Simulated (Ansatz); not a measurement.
**Cubic perovskite BaSnO₃**

All values below come from HSE06 (Ansatz, an electronic-structure program, PAW).

Settings: plane-wave cutoff 500 eV, 6×6×6 k mesh, gaussian smearing 0.02 eV, scalar-relativistic PAW data made under PBE.

Cell (relaxed at this level):

```yaml
crystal:
  lattice:
    - [4.12146, 0.00000, 0.00000]
    - [0.00000, 4.12146, 0.00000]
    - [0.00000, 0.00000, 4.12146]
  atoms:
    - { symbol: Ba, position: [0.00000, 0.00000, 0.00000] }
    - { symbol: Sn, position: [0.50000, 0.50000, 0.50000] }
    - { symbol: O, position: [0.50000, 0.00000, 0.50000] }
    - { symbol: O, position: [0.00000, 0.50000, 0.50000] }
    - { symbol: O, position: [0.50000, 0.50000, 0.00000] }
```

| Item | Value |
|---|---|
| band gap | 2.61 eV (on the SCF k mesh) |

Measured, for comparison: band gap 2.95 eV (temperature not stated, not corrected to a static lattice, indirect, from the absorption edge of a single crystal; as tabulated in Kim et al. (2012), arXiv:1207.0764).

Spin–orbit coupling is not included.

Static lattice: no zero-point or thermal effects.

Cost on a shared machine: very roughly 10 core-minutes.
